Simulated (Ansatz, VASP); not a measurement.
## AlN: VASP beside Ansatz

The input INCAR:

```
SYSTEM = AlN
ALGO = Normal
EDIFF = 1E-6
ENCUT = 520
GGA = PE
ISIF = 2
ISMEAR = 0
LASPH = .TRUE.
LCHARG = .FALSE.
LREAL = .FALSE.
LWAVE = .FALSE.
NBANDS = 11
NELM = 100
PREC = Accurate
SIGMA = 0.05
```

File KPOINTS:

```
k-points
0
G
  10 10 10
  0 0 0
```

Contents of POSCAR:

```
AlN
1.0
    0.0000000000      1.9734824600      1.9734824600
    1.9734824600      0.0000000000      1.9734824600
    1.9734824600      1.9734824600      0.0000000000
Al N
1 1
Direct
    0.5000000000      0.5000000000      0.5000000000
    0.0000000000      0.0000000000      0.0000000000
```

Input for Ansatz:

```yaml
crystal:
  lattice:
    - [0.0, 1.97348246, 1.97348246]
    - [1.97348246, 0.0, 1.97348246]
    - [1.97348246, 1.97348246, 0.0]
  atoms:
    - { symbol: Al, position: [0.5, 0.5, 0.5] }
    - { symbol: "N", position: [0.0, 0.0, 0.0] }
basis:
  ecutwfc: 420
kpoints:
  mp_grid: { grid: [10, 10, 10] }
hamiltonian:
  xc: pbe
scf:
  occupations: { method: gaussian, width: 0.05 }
output:
  forces: true
  stress: true
  eigenvalues: true
```

Change from the starting cell: strain -0.030 along x and y, -0.030 along z, atoms carried along.

Alike in both runs: task single point; functional PBE; k mesh 10 × 10 × 10; occupations gaussian, width 0.05 eV; no spin polarisation.

|  | VASP | Ansatz |
| --- | --- | --- |
| version | VASP 6.6.1 | Ansatz 0.2.0 |
| potentials or method | VASP PAW PBE potentials, release 64 (Al, N) | scalar-relativistic, plane waves, PAW |
| plane-wave cutoff (eV) | 520 | 420 |
| valence electrons in the cell | 8 | 8 |

```csv
,VASP,Ansatz,Ansatz less VASP
gap on the k mesh at the Fermi level (eV),5.17,5.16,-0.014
least direct gap on the mesh (eV),6.76,6.74,-0.019
pressure (GPa),27.6,28.0,+0.34
```

Caveats: so large a pressure means that the cell lies far from this level's equilibrium, or that cutoff or potentials fall short (VASP). A k mesh can miss the band edges.
